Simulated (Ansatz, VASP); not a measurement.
# Two plane-wave programs on ScAl3

```
Sc Al
1.0
     4.08554    0.00000    0.00000
     0.00000    4.08554    0.00000
     0.00000    0.00000    4.08554
Sc Al
1 3
Cartesian
  0.0000 0.0000 0.0000
  2.0428 0.0000 2.0428
  0.0000 2.0428 2.0428
  2.0428 2.0428 0.0000
```

Alike in both runs: functional r2SCAN; k mesh 10 × 10 × 10; occupations gaussian, width 0.1 eV; no spin polarisation.

Ansatz relaxed the structure, and its values are those at the end. VASP's run is a single point on that final structure, the one shown.

|  | VASP | Ansatz |
| --- | --- | --- |
| version | VASP 6.6.1 | Ansatz 0.2.0 |
| potentials or method | VASP PAW PBE potentials, release 64 (Sc_sv, Al) | scalar-relativistic, plane waves, PAW |
| plane-wave cutoff (eV) | 520 | 500 |
| valence electrons in the cell | 20 | 20 |

```csv
,VASP,Ansatz,Ansatz less VASP
gap on the k mesh at the Fermi level (eV),none,none,-
pressure (GPa),0.0,0.0,0.00
```

A gap of «none» marks a metal or a gap that the smearing closes. With one functional, cell and mesh, what is left measures potentials, basis and numerics.

Caveats: the PAW data sets were made with another functional, which shifts forces and pressure a little (VASP).
